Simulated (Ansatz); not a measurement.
**ZnO: how the axes shrink under pressure**

ZnO, P6_3mc, a = 3.279 Å, c = 5.293 Å. Ansatz: PBE, PAW, 420 eV, Γ-centred 12×12×6 mesh on 4 atoms, Gaussian smearing 0.02 eV; no spin polarisation. Cell and atoms are relaxed at each pressure, and no other structure is tried; the real crystal is known to change phase within this range, so the rows at high pressure are metastable. y = 100 ln(c/c0) with c0 = 5.2932 Å, so nearly a change in per cent. The pressures are the targets, met within 0.04 GPa.

```tsv
P (GPa)	y	100 ln(a/a0)
-3.0	0.84	0.82
0.0	0.00	0.00
3.0	-0.74	-0.74
8.0	?	?
15.0	-3.17	-3.13
30.0	-5.44	-5.40
60.0	-8.74	-8.67
```

Task: Fit y = c1 P + c2 P² to the other rows, give the linear compressibility along c, and predict the missing y.

Result: Least squares on the rows shown. y = −0.2251 P + 0.001331 P². The linear compressibility along c is −c1/100 = 2.25 per TPa, against 2.23 along a from the same fit to the last column (its missing entry is -1.82): the crystal is about as stiff along both at low pressure. The runs next to zero pressure give 2.62 and 2.58, so a parabola over the whole range misstates the start. With a term in P³ added, the coefficient of P becomes -0.2553, 13 % more, which shows how far this figure hangs on the form. At P = 8.0 the fit asked for gives -1.72. The run gave -1.85, so the fit is 0.13 too high, within twice the rms miss on the fitted rows (0.10).